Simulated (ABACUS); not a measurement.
Write the native input for ABACUS 3.10.1 that does the following.

| Quantity | Value |
| --- | --- |
| Task | band structure |
| Functional | TPSS |
| Potentials or basis | SG15 ONCV 1.2 PBE |
| Cutoff | 1537 eV |
| Density cutoff | 6150 eV |
| Basis | plane waves |
| Occupations | fermi-dirac, width 0.05 eV |
| Spin | collinear spin, ferromagnetic start |
| Starting moments | [1.0, 0.0] μB |
| Radial cutoff of the potentials (pseudo_rcut) | 10 bohr |
| Threshold of the eigensolver | 1e-07 Ry |
| Density | read from an earlier self-consistent run |
| Path | G-X-W-K-G-L-U-W-L-K, U-X |
| Points for each segment of the path | 10 |
| SCF threshold on the density | 1e-08 |
| Max SCF steps | 100 |
| Eigensolver | dav |
| Mixing | broyden |
| Mixing share | 0.4 |
| Symmetry key | -1 |

The system is NiO.

```
Ni O
1.0
     0.00000    2.08590    2.08590
     2.08590    0.00000    2.08590
     2.08590    2.08590    0.00000
Ni O
1 1
Direct
  0.00000 0.00000 0.00000
  0.50000 0.50000 0.50000
```

The input as run:

INPUT

```
INPUT_PARAMETERS
suffix              NiO
calculation         nscf
basis_type          pw
pseudo_dir          ./
symmetry            -1
dft_functional      MGGA_X_TPSS+MGGA_C_TPSS
ecutwfc             113.0
pseudo_rcut         10
nspin               2
nbands              23
ks_solver           dav
smearing_method     fd
smearing_sigma      0.00367493
scf_thr             1e-08
scf_nmax            100
mixing_type         broyden
mixing_beta         0.4
mixing_tau          1
init_chg            file
pw_diag_thr         1e-07
out_band            1
kpar                4
```

STRU

```
ATOMIC_SPECIES
Ni 58.6934 Ni_ONCV_PBE-1.2.upf
O 15.9990 O_ONCV_PBE-1.2.upf

LATTICE_CONSTANT
1.8897261246

LATTICE_VECTORS
0.0000000000 2.0859016414 2.0859016414
2.0859016414 0.0000000000 2.0859016414
2.0859016414 2.0859016414 0.0000000000

ATOMIC_POSITIONS
Direct

Ni
0.0
1
0.0000000000 0.0000000000 0.0000000000 1 1 1 mag 1

O
0.0
1
0.5000000000 0.5000000000 0.5000000000 1 1 1 mag 0
```

KPT

```
K_POINTS
12
Line
0.00000000 0.00000000 0.00000000 10 // G
0.50000000 0.00000000 0.50000000 10 // X
0.50000000 0.25000000 0.75000000 10 // W
0.37500000 0.37500000 0.75000000 10 // K
0.00000000 0.00000000 0.00000000 10 // G
0.50000000 0.50000000 0.50000000 10 // L
0.62500000 0.25000000 0.62500000 10 // U
0.50000000 0.25000000 0.75000000 10 // W
0.50000000 0.50000000 0.50000000 10 // L
0.37500000 0.37500000 0.75000000 1 // K
0.62500000 0.25000000 0.62500000 10 // U
0.50000000 0.00000000 0.50000000 1 // X
```

Potentials or basis: SG15 ONCV 1.2 PBE, plane waves.

Command:

```console
$ OMP_NUM_THREADS=1 mpirun -np 4 abacus > log
```

Wall time 49 s on 4 MPI ranks on Intel(R) Xeon(R) 6975P-C (Granite Rapids) (shared host), peak memory 0.56 GiB a rank.
